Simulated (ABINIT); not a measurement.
Here is an ABINIT 10.8.3 (patched build) calculation.

The input run.abi:

```
# Pseudopotentials
pp_dirpath "./"
pseudos "N.upf, B.upf"

# Structure
acell 3*1.0 Angstrom
rprim
     0.0000000000     1.8130010000     1.8130010000
     1.8130010000     0.0000000000     1.8130010000
     1.8130010000     1.8130010000     0.0000000000
ntypat 2
znucl 7 5
natom 2
typat 1 2
xcart
     0.9065005000     0.9065005000     0.9065005000
     0.0000000000     0.0000000000     0.0000000000 Angstrom

# Plane-wave basis
ecut 952.398519 eV

# k points
kptopt 1
ngkpt 8 8 8
nshiftk 1
shiftk 0.0 0.0 0.0

# Exchange and correlation
ixc 11

# Bands and occupations
nband 6
occopt 1

# SCF cycle
nstep 100
tolvrs 1.0e-10
diemac 6.0

# Output
iomode 3
prtwf 0
prteig 0
prtebands 0
prtden 1
prtvha 1
prtvclmb 1
prtpot 1
prtelf 1
```

Potentials or basis: PseudoDojo NC SR PBE v0.4.1 standard.

Launch:

```console
$ mpirun --bind-to none -np 8 abinit run.abi > log 2>&1
```

Problem. Predict the pressure.

Solution. -2.0 GPa.

Problem. Predict the band gap on the k mesh.

Solution. 4.52 eV, indirect (least direct gap 8.83 eV).

**The experiment to reproduce.**

A printed reference work, monograph reports, for a bulk crystal of BN at 300 K: band gap 6.4 eV (indirect).

A measured gap of BN is 6.4 eV (indirect; 300 K; a printed reference work, monograph); the calculated 4.52 eV misses it by -1.88 eV. The value is that of PBE on a finite k mesh, which can miss the band edges, without temperature or zero-point motion. Semilocal functionals fall short of measured gaps as a rule. The cell is a database's relaxed one, not the measured one, which moves gaps too.
